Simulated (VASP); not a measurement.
Input of a VASP 6.6.1 run:

File INCAR:

```
ALGO = Normal
EDIFF = 1E-7
EDIFFG = -0.005
ENCUT = 600
GGA = PE
IBRION = 2
ISIF = 3
ISMEAR = 0
IVDW = 12
LASPH = True
LCHARG = False
LREAL = False
LWAVE = False
NELM = 100
NSW = 90
PREC = Accurate
SIGMA = 0.1
```

Contents of KPOINTS:

```
k-points
0
Gamma
  18 18 18
```

POSCAR

```
W
1.0
    0.0000000000      1.9958246200      1.9958246200
    1.9958246200      0.0000000000      1.9958246200
    1.9958246200      1.9958246200      0.0000000000
W
1
Direct
    0.0000000000      0.0000000000      0.0000000000
```

Potentials or basis: VASP PAW PBE potentials, release 64 (W_sv).

Command:

```sh
$ cat potpaw_PBE.64/W_sv/POTCAR > POTCAR
$ mpirun -np 1 vasp_std > vasp.out
```

**Question.** What does it give for the space group after relaxing (to 0.05 Å)?

**Answer.** Fm-3m (No. 225).

**Question.** Predict the relaxed cell.

**Answer.** a = 2.834 Å, b = 2.834 Å, c = 2.834 Å, α = 60.00°, β = 60.00°, γ = 60.00°.

**Question.** Estimate the dispersion energy per atom.

**Answer.** -0.684 eV.

**Question.** Estimate the relaxed volume.

**Answer.** 16.10 Å³/atom.

Step by step:
| step | energy change (eV) | largest force (eV/Å) | pressure (GPa) | volume (Å³) |
| --- | --- | --- | --- | --- |
| 1 | 0.0000 | 0.0000 | 3.76 | 15.90 |
| 2 | 0.0225 | 0.0000 | -11.36 | 16.77 |
| 3 | -0.0023 | 0.0000 | -0.06 | 16.10 |
| 4 | -0.0023 | 0.0000 | 0.02 | 16.10 |

Caveat: pairwise dispersion overbinds metals, which lowers pressure and volume. The run has no spin-orbit coupling, so splittings on W are missing.
